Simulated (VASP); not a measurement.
# KMgF3: relaxation of the atoms with LDA

Crystal: KMgF3.

```
CELL_PARAMETERS angstrom
3.86684 0.00000 0.00000
0.00000 3.86684 0.00000
0.00000 0.00000 3.86684
ATOMIC_POSITIONS crystal
K 0.50000 0.50000 0.50000
Mg 0.00000 0.00000 0.00000
F 0.50000 0.00000 0.00000
F 0.00000 0.50000 0.00000
F 0.00000 0.00000 0.50000
```

The cell isn't the ideal one: a relaxed cell with its volume scaled by 0.98.

| Property | Result |
| --- | --- |
| Program | VASP 6.6.1 |
| Task | relaxation of the atoms |
| Functional | LDA |
| Potentials or basis | VASP PAW LDA potentials, release 64 (K_sv, Mg, F) |
| Cutoff | 600 eV |
| k mesh | 8 × 8 × 8 |
| Occupations | gaussian, width 0.03 eV |
| Spin | no spin polarisation |
| Further INCAR settings | ALGO = Normal; EDIFF = 1e-07; IBRION = 2; EDIFFG = -0.01; NSW = 40 |

The pressure after relaxing is 1.9 GPa and the band gap on the k mesh is 7.68 eV, indirect (least direct gap 8.01 eV).

Final structure:
```cif
data_structure
_symmetry_space_group_name_H-M 'P 1'
_symmetry_Int_Tables_number 1
_cell_length_a 3.8668
_cell_length_b 3.8668
_cell_length_c 3.8668
_cell_angle_alpha 90.000
_cell_angle_beta 90.000
_cell_angle_gamma 90.000
_cell_volume 57.82
loop_
_atom_site_label
_atom_site_type_symbol
_atom_site_fract_x
_atom_site_fract_y
_atom_site_fract_z
_atom_site_occupancy
K1 K 0.50000 0.50000 0.50000 1
Mg1 Mg 0.00000 0.00000 0.00000 1
F1 F 0.50000 0.00000 0.00000 1
F2 F 0.00000 0.50000 0.00000 1
F3 F 0.00000 0.00000 0.50000 1
```

Levels at points of the mesh, in eV from the valence-band top:
```csv
k point,band 12,band 13,band 14,band 15,band 16,band 17,band 18,band 19,band 20
"(0.00, 0.00, 0.00)",-0.74,-0.74,-0.32,-0.32,-0.32,7.68,9.89,9.89,12.24
"(0.50, 0.00, 0.00)",-1.06,-0.99,-0.99,-0.60,-0.60,10.38,11.09,11.10,12.97
"(0.50, 0.50, 0.00)",-1.25,-1.24,-0.99,-0.99,-0.03,11.23,11.89,13.07,13.11
"(0.50, 0.50, 0.50)",-1.23,-1.23,0.00,0.00,0.00,10.54,10.54,10.54,14.43
```

Run time: 12 s on 1 thread of Intel(R) Xeon(R) 6975P-C (Granite Rapids), with other jobs on the host, peak memory 0.18 GiB.

Caveat: the relaxation stopped at its first step, so nothing moved. A k mesh can miss the band edges.
